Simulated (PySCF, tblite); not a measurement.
**Morpholine (chair, eq and ax) (C₄H₉NO): geometry, infrared bands and NMR shifts**

Aim: predict the infrared bands and NMR shifts of Morpholine (chair, eq and ax) (C₄H₉NO) (`C1COCCN1`).

The runs use tblite 0.8.0 and PySCF 2.14.0, with density-fitted response routines of our own; the level of theory stands in each step. All values are computed, except where a source is named. Atoms count from 0, in the outputs and in this text.

**1. The molecule as given**

15 atoms, charge 0, multiplicity 1; geometry from: force field or distance geometry start.

Bonds of the start (Å): C0–C1 1.51, C1–O2 1.41, O2–C3 1.37, C3–C4 1.52, C4–N5 1.46, N5–C0 1.45, C0–H6 1.11, C0–H7 1.12, C1–H8 1.12, C1–H9 1.11, C3–H10 1.13, C3–H11 1.10, C4–H12 1.12, C4–H13 1.10, N5–H14 1.05.

**2. Relaxing the molecule with GFN2-xTB**

Job settings and geometry (Å):

```
{"job": {"kind": "relax", "xc": "GFN2-xTB", "basis": "xTB"}, "charge": 0, "multiplicity": 1}
C     -1.029700     0.814400     0.226500
C     -1.247000    -0.531700    -0.420600
O     -0.092800    -1.002100    -1.072600
C      1.050800    -0.899000    -0.333900
C      1.246600     0.572000    -0.003900
N      0.210100     0.879300     0.975200
H     -1.840000     0.990400     0.960700
H     -0.969600     1.631100    -0.533600
H     -1.485600    -1.258300     0.404400
H     -2.052100    -0.512300    -1.183600
H      0.824800    -1.374200     0.664000
H      1.925100    -1.346500    -0.818600
H      1.003800     1.210000    -0.891200
H      2.268700     0.763300     0.359700
H      0.182300     0.071400     1.645600
```

On the command line:

```bash
$ OMP_NUM_THREADS=1 python probes_run.py task.json out
```

This one command runs all jobs of the session in turn.

**Question.** This job is followed by: GFN2-xTB harmonic vibrations, gas phase; GIAO PBE0/pcSseg-1 NMR shielding, non-relativistic, gas phase. Predict these results of the whole session: strongest single infrared mode (GFN2-xTB); zero-point energy (GFN2-xTB); ¹³C shifts against TMS (PBE0/pcSseg-1, means over atoms taken as alike); ¹H shifts against TMS (PBE0/pcSseg-1, means over atoms taken as alike); ¹⁷O shifts against H2O (PBE0/pcSseg-1); ¹⁵N shifts against NH3 (PBE0/pcSseg-1).

**Answer**, as computed:

| quantity | value |
| --- | --- |
| strongest single infrared mode (GFN2-xTB) | 865 cm⁻¹, 140 km/mol |
| zero-point energy (GFN2-xTB) | 82.4 kcal/mol |
| ¹³C shifts against TMS (PBE0/pcSseg-1, means over atoms taken as alike) | 73.5, 51.4 ppm |
| ¹H shifts against TMS (PBE0/pcSseg-1, means over atoms taken as alike) | 3.57, 2.81, 0.15 ppm |
| ¹⁷O shifts against H2O (PBE0/pcSseg-1) | 49.9 ppm |
| ¹⁵N shifts against NH3 (PBE0/pcSseg-1) | 52.0 ppm |

**Reading.** The optimisation took 50 steps and gained 0.537 eV; among the close pairs (by a distance rule), O2–C3 changed most, from 1.365 to 1.412 Å. No mode is imaginary among the 39: a minimum at this level. The strongest single mode, at 865 cm⁻¹, moves mainly H14. GFN2-xTB is a fitted tight-binding method: band positions and strengths are rough. Its intensities can rank the bands wrongly. C1, C3 (mean) (sp3 CH2 bonded to O) lies farthest downfield among carbon, at 73.5 ppm; deshielded by the electronegative neighbour. H8, H9, H10, H11 (mean) (hydrogen on an sp3 CH2 bonded to O) lies farthest downfield among hydrogen, at 3.57 ppm; its carbon carries O, which withdraws density. At PBE0/pcSseg-1: The largest span, 103 ppm, is at O2, where the paramagnetic term is -109 ppm.
